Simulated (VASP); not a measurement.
Set up this calculation in VASP 6.6.1, as the native input.

```
Task                   : single point
Functional             : r2SCAN
Potentials or basis    : VASP PAW PBE potentials, release 64 (N)
Cutoff                 : 520 eV
k mesh                 : 1 × 1 × 1
Occupations            : gaussian, width 0.05 eV
Spin                   : no spin polarisation
Dipole correction      : no
Further INCAR settings : ALGO = Normal; EDIFF = 1e-06; NBANDS = 12
```

The system is N2, in a box.

```
N
1.0
     9.00000    0.00000    0.00000
     0.00000    9.50000    0.00000
     0.00000    0.00000   10.00000
N
2
Direct
  0.50000 0.50000 0.44536
  0.50000 0.50000 0.55464
```

The input as run:

POSCAR

```
N
1.0
    9.0000000000      0.0000000000      0.0000000000
    0.0000000000      9.5000000000      0.0000000000
    0.0000000000      0.0000000000     10.0000000000
N
2
Direct
    0.5000000000      0.5000000000      0.4453558698
    0.5000000000      0.5000000000      0.5546441302
```

INCAR.step1

```
SYSTEM = N
ALGO = Normal ; EDIFF = 1E-4
ENCUT = 520 ; GGA = PE
ISMEAR = 0 ; LASPH = .TRUE.
LCHARG = .FALSE. ; LREAL = .FALSE.
LWAVE = .TRUE. ; NBANDS = 12
NELM = 100 ; PREC = Accurate
SIGMA = 0.05
```

INCAR.step2

```
SYSTEM = N
ALGO = Normal ; EDIFF = 1E-6
ENCUT = 520 ; ISIF = 2
ISMEAR = 0 ; ISTART = 1
LASPH = .TRUE. ; LCHARG = .FALSE.
LMIXTAU = .TRUE. ; LREAL = .FALSE.
LWAVE = .FALSE. ; METAGGA = R2SCAN
NBANDS = 12 ; NELM = 100
PREC = Accurate ; SIGMA = 0.05
```

KPOINTS

```
k-points
0
G
  1 1 1
  0 0 0
```

Potentials or basis: VASP PAW PBE potentials, release 64 (N).

Command:

```console
$ cat potpaw_PBE.64/N/POTCAR > POTCAR
$ cp INCAR.step1 INCAR
$ mpirun -np 1 vasp_gam > vasp.out
$ cp INCAR.step2 INCAR
$ mpirun -np 1 vasp_gam > vasp.out
```

Results of the run:

```yaml
Largest_force: 2.341 eV/Å
Gap_between_the_frontier_levels: 9.09 eV
```

Caveat: the standard files for N, O and F lose accuracy on very short bonds; the PAW data sets were made with another functional, which shifts forces and pressure a little.

Wall time 3.6 min on 1 thread of Intel(R) Xeon(R) Platinum 8488C (Sapphire Rapids), with other jobs on the host, peak memory 0.86 GiB.
